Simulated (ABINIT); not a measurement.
Here is an ABINIT 10.8.3 (patched build) calculation.

The input run.abi:

```
pp_dirpath "./"
pseudos "W.upf, Si.upf"

acell 3*1.0 Angstrom
rprim
    -1.6152130800     1.6152130800     3.9327380600
     1.6152130800    -1.6152130800     3.9327380600
     1.6152130800     1.6152130800    -3.9327380600
ntypat 2
znucl 74 14
natom 3
typat 1 2 2
xred
     0.0000000000     0.0000000000     0.0000000000
     0.6653264500     0.6653264500     0.0000000000
     0.3346735500     0.3346735500     0.0000000000
chkprim 0
chksymtnons 0
tolsym 1.0e-6

ecut 37.0

kptopt 1
ngkpt 9 9 9
nshiftk 1
shiftk 0.0 0.0 0.0

ixc 11

nband 15
occopt 3
tsmear 0.05 eV

nstep 100
tolvrs 1.0e-10

iomode 3
prtwf 0
prtden 0
prteig 0
prtebands 0
enunit 1
```

Potentials or basis: PseudoDojo NC SR PBE v0.4.1 standard.

Command:

```bash
$ mpirun --bind-to none -np 4 abinit run.abi > log 2>&1
```

Q: What does it give for the band gap on the k mesh?

A: None (metal or under the smearing width).

Q: Estimate the pressure.

A: 0.0 GPa.

Spin-orbit coupling is left out, which matters for the levels of W.
